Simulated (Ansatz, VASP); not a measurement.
**CdF2 in VASP and in Ansatz**

File INCAR:

```
SYSTEM = CdF2
ALGO = Fast
EDIFF = 1E-8
ENCUT = 520
GGA = PE
ISIF = 2
ISMEAR = -1
LASPH = .True.
LCHARG = .False.
LEFG = .True.
LREAL = .False.
LWAVE = .False.
NBANDS = 20
NELM = 100
PREC = Accurate
SIGMA = 0.02
```

KPOINTS

```
k-points
0
Gamma
  8 8 8
  0 0 0
```

The input POSCAR:

```
CdF2
1.0
    0.0000000000      2.6940000000      2.6940000000
    2.6940000000      0.0000000000      2.6940000000
    2.6940000000      2.6940000000      0.0000000000
Cd F
1 2
Direct
    0.0000000000      0.0000000000      0.0000000000
    0.2500000000      0.2500000000      0.2500000000
    0.7500000000      0.7500000000      0.7500000000
```

Input for Ansatz:

```yaml
crystal:
  lattice:
    - [0.0, 2.694, 2.694]
    - [2.694, 0.0, 2.694]
    - [2.694, 2.694, 0.0]
  atoms:
    - { symbol: Cd, position: [0.0, 0.0, 0.0] }
    - { symbol: F, position: [0.25, 0.25, 0.25] }
    - { symbol: F, position: [0.75, 0.75, 0.75] }
kpoints:
  mp_grid: { grid: [8, 8, 8] }
  band_path:
    path:
      - [0.0, 0.0, 0.0]
      - [0.5, 0.0, 0.5]
      - [0.625, 0.25, 0.625]
      - [0.375, 0.375, 0.75]
      - [0.0, 0.0, 0.0]
      - [0.5, 0.5, 0.5]
      - [0.5, 0.25, 0.75]
      - [0.5, 0.0, 0.5]
    npoints: 14
scf:
  occupations: { method: fermi_dirac, width: 0.02 }
hamiltonian:
  xc: pbe
  pseudopotentials: { kind: paw }
output:
  forces: true
  stress: true
  eigenvalues: true
  efg: { contact_densities: true }
  populations: true
  bader: true
  dos: { projected: true, de: 0.2, e_range: [-14, 8] }
  write_density: true
  write_potential: true
  elf: true
  volumetric_format: npy
```

Alike in both runs: task electric field gradients; functional PBE; k mesh 8 × 8 × 8; occupations fermi-dirac, width 0.02 eV; no spin polarisation.

|  | VASP | Ansatz |
| --- | --- | --- |
| version | VASP 6.6.1 | Ansatz 0.2.0 |
| potentials or method | VASP PAW PBE potentials, release 64 (Cd, F) | PAW with Ansatz's default frozen-core files, scalar-relativistic |
| plane-wave cutoff (eV) | 520 | 420 |
| valence electrons in the cell | 26 | 34 |

```tsv
	VASP	Ansatz	Ansatz less VASP
gap on the k mesh at the Fermi level (eV)	3.07	3.10	+0.033
pressure (GPa)	6.2	5.5	-0.73
Vzz of the field gradient on the site that differs most (V/Å²)	0.0	0.0	-0.02
```

With one functional, cell and mesh, what is left measures potentials, basis and numerics. The two sets of potentials don't hold the same shells in valence. Ansatz warned: «gradients_without_spin_orbit».

A k mesh can miss the band edges.
